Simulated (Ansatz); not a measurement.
Skutterudite CoSb3 was calculated with PBEsol in Ansatz (PAW).

Run with plane-wave cutoff 520 eV, 6×6×6 k mesh, Fermi–Dirac smearing 0.01 eV, no spin polarisation, scalar-relativistic PAW data made under PBE.

Cell (relaxed at this level):

```
CoSb3
1.0
   -4.49235     4.49235     4.49235
    4.49235    -4.49235     4.49235
    4.49235     4.49235    -4.49235
Co Sb
4 12
Cartesian
  2.24617   2.24617  -2.24617
  2.24617   2.24617   2.24617
 -2.24617   2.24617   2.24617
  2.24617  -2.24617   2.24617
  1.49877   3.05751   4.49235
  4.49235   1.49877   3.05751
  4.49235  -1.49877   3.05751
  0.00000   2.99357   1.43484
  0.00000   5.99112   1.43484
  3.05751   4.49235   1.49877
  1.43484   0.00000   5.99112
  5.99112   1.43484   0.00000
  1.43484   0.00000   2.99357
  3.05751   4.49235  -1.49877
  2.99357   1.43484   0.00000
 -1.49877   3.05751   4.49235
```

### Question
Predict the bulk modulus, band gap and pressure derivative B′ of the bulk modulus.

### Answer

bulk modulus: 96.8 GPa
band gap: 0.27 eV
pressure derivative B′ of the bulk modulus: 4.8

Measured, for comparison: band gap 0.63 eV (temperature not stated, no zero-point or thermal correction; as tabulated in Kim et al. (2020), doi:10.1038/s41597-020-00723-8); bulk modulus 95 ± 5 GPa (room temperature, no zero-point or thermal correction, our sources range from 85.0 to 95.0; as tabulated in Alexeev et al. (2016), arXiv:1601.07731). Computed (rounded) less measured: bulk modulus +2 % (+2 % to +14 % over the range). A static lattice is as a rule a little smaller and stiffer than an uncorrected measurement, which can account for part of this.

Note: the bulk modulus comes from volumes at which shape and atoms were relaxed.

Spin–orbit coupling is not included; it can close the smallest gap of 0.27 eV.

Static lattice: no zero-point or thermal effects.

Cost on a shared machine: about 40 core-minutes (a rough figure).

Ansatz is a program for electronic structure.
